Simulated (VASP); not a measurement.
A run of VASP 6.6.1 is set up as follows.

File INCAR:

```
SYSTEM = Ga
PREC = Accurate
ENCUT = 520
EDIFF = 1E-6
ISMEAR = -1
SIGMA = 0.05
LREAL = .False.
LASPH = .True.
NELM = 100
ALGO = Fast
ISIF = 2
LWAVE = .False.
LCHARG = .False.
LDIPOL = .True.
IDIPOL = 3
DIPOL = 0.5 0.5 0.294
GGA = PE
EFIELD = -0.1
LVHAR = .True.
LVACPOTAV = .True.
```

The input KPOINTS:

```
Automatic mesh
0
Gamma
  7 7 1
  0 0 0
```

POSCAR

```
Ga
1.0
    4.3304700000      0.0000000000      0.0000000000
   -2.1652300000      3.7503000000      0.0000000000
    0.0000000000      0.0000000000     23.8000000000
Ga
2
Direct
    0.3333300000      0.6666700000      0.2941200000
    0.6666700000      0.3333300000      0.2941200000
```

Potentials or basis: VASP PAW PBE potentials, release 64 (Ga_d).

Command:

```sh
$ cat potpaw_PBE.64/Ga_d/POTCAR > POTCAR
$ mpirun -np 1 vasp_std > vasp.out
```

**Question.** Predict the work function of the upper face.

**Answer.** 4.97 eV.

**Question.** What does it give for the work function of the lower face?

**Answer.** 3.68 eV.

**Question.** Predict the band gap on the k mesh.

**Answer.** None (metal or under the smearing width).
